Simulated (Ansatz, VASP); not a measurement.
NaF in VASP and in Ansatz

File INCAR:

```
ALGO = Normal
EDIFF = 1E-7
ENCUT = 520
GGA = PE
ISIF = 2
ISMEAR = 0
LASPH = True
LCHARG = False
LREAL = False
LWAVE = False
NBANDS = 14
NELM = 100
PREC = Accurate
SIGMA = 0.01
```

File KPOINTS:

```
k-points
0
Gamma
  8 8 8
```

Contents of POSCAR:

```
NaF
1.0
    2.9209912824      0.0000000000      0.0000000000
    0.0000000000      2.9209912824      0.0000000000
    0.0000000000      0.0000000000      2.9209912824
Na F
1 1
Direct
    0.0000000000      0.0000000000      0.0000000000
    0.5000000000      0.5000000000      0.5000000000
```

Input for Ansatz:

```yaml
crystal:
  lattice:
    - [2.9209912824, 0.0, 0.0]
    - [0.0, 2.9209912824, 0.0]
    - [0.0, 0.0, 2.9209912824]
  atoms:
    - { symbol: Na, position: [0.0, 0.0, 0.0] }
    - { symbol: F, position: [0.5, 0.5, 0.5] }
kpoints:
  mp_grid: { grid: [8, 8, 8] }
hamiltonian:
  xc: pbe
scf:
  occupations: { method: fixed }
  n_extra_bands: 4
output:
  forces: true
  stress: true
  eigenvalues: true
```

Alike in both runs: task single point; functional PBE; k mesh 8 × 8 × 8; no spin polarisation.

|  | VASP | Ansatz |
| --- | --- | --- |
| version | VASP 6.6.1 | Ansatz 0.2.0 |
| potentials or method | VASP PAW PBE potentials, release 64 (Na_pv, F) | plane waves, PAW |
| plane-wave cutoff (eV) | 520 | 420 |
| occupations | gaussian, width 0.01 eV | fixed |
| valence electrons in the cell | 14 | 16 |

```csv
,VASP,Ansatz,Ansatz less VASP
gap on the k mesh at the Fermi level (eV),5.31,5.33,+0.016
pressure (GPa),-2.7,-2.5,+0.19
```

The two sets of potentials don't hold the same shells in valence.

A k mesh can miss the band edges. PBE gaps usually lie below the measured ones, often by a third to a half.
